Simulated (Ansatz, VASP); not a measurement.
One calculation of Mg, two programs

```
Mg
1.0
     3.19388    0.00000    0.00000
    -1.59694    2.76599    0.00000
     0.00000    0.00000    5.10438
Mg
2
Direct
  0.33333 0.66667 0.25000
  0.66667 0.33333 0.75000
```

Alike in both runs: functional r2SCAN; k mesh 15 × 15 × 8; occupations gaussian, width 0.1 eV; no spin polarisation.

Ansatz relaxed the structure, and its values are those at the end. VASP's run is a single point on that final structure, the one shown.

|  | VASP | Ansatz |
| --- | --- | --- |
| version | VASP 6.6.1 | Ansatz 0.2.0 |
| potentials or method | VASP PAW PBE potentials, release 64 (Mg) | scalar-relativistic, plane waves, PAW |
| plane-wave cutoff (eV) | 520 | 500 |
| valence electrons in the cell | 4 | 20 |

```csv
,VASP,Ansatz,Ansatz less VASP
gap on the k mesh at the Fermi level (eV),none,none,-
pressure (GPa),-0.3,0.0,+0.27
```

A gap of «none» marks a metal or a gap that the smearing closes. The two sets of potentials don't hold the same shells in valence.

Caveats: the PAW data sets were made with another functional, which shifts forces and pressure a little (VASP).
